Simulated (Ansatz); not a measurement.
## A series in volume per atom on Ga

Equation of state of a cubic crystal from periodic Kohn-Sham density functional theory without spin; pressure corrected for the finite basis. The results are calculated, by Ansatz 0.2.0 development build.

Cell of the first row (space group Fd-3m, No. 227):
```
CELL_PARAMETERS angstrom
0.00000 2.86010 2.86010
2.86010 0.00000 2.86010
2.86010 2.86010 0.00000
ATOMIC_POSITIONS crystal
Ga 0.00000 0.00000 0.00000
Ga 0.25000 0.25000 0.25000
```

Settings of every row: formula Ga; structure type diamond; functional r2SCAN; spin treatment none; k mesh 10x10x10; occupation method fermi-dirac; occupation width 0.1 eV; wave cutoff 1300 eV; datasets hand-made PAW; density cutoff ratio 8; xc grid level 2.

Limits: a cubic model structure, not a phase known at ambient conditions; the SCF threshold is loose for a stress in some rows.

| row | volume per atom (Å³) | pressure (GPa) | energy above lowest point (meV/atom) |
| --- | --- | --- | --- |
| 1 | 23.396 | 1.375 | 2.88 |
| 2 | 24.16 | ? | ? |
| 3 | 24.922 | -1.377 | 3.65 |
| 4 | 25.685 | -2.43 | 12.79 |
| 5 | 26.448 | -3.302 | 26.51 |

Question: what pressure should row 2 give?

Worked fit of pressure. Take u = (V_r/V)^(2/3) − 1 with V_r = 25.303 Å³ an atom, which is twice the finite (Eulerian) strain; such expansions in the strain, on which the Birch-Murnaghan equation of state is built, carry the rest volume and the bulk modulus. The shown rows have u = 0.05363, 0.01017, -0.00994, -0.02907. Least squares give pressure = −1.927 + 52.317 × u + 172.52 × u² GPa; a straight line predicts inner rows, each left out in turn, worse (root mean square 0.18 against 0.00012 GPa). All shown rows lie on it to the printed digit. The pressure vanishes at u = 0.0332, or V = 24.09 Å³ an atom, and there the bulk modulus at fixed shape and fractions is B = −V dP/dV = (2/3)(1 + u) dP/du = 43.9 GPa. The withheld row has u = 0.0313, so the fit gives −1.927 + 52.317 × (0.0313) + 172.52 × (0.0313)² = -0.120 GPa.

The calculation gave -0.121 GPa. The fit lies 0.001 GPa (0.021 % of the column's range) above it, one unit of the last digit.

The other values of row 2: energy above lowest point 0 meV/atom.
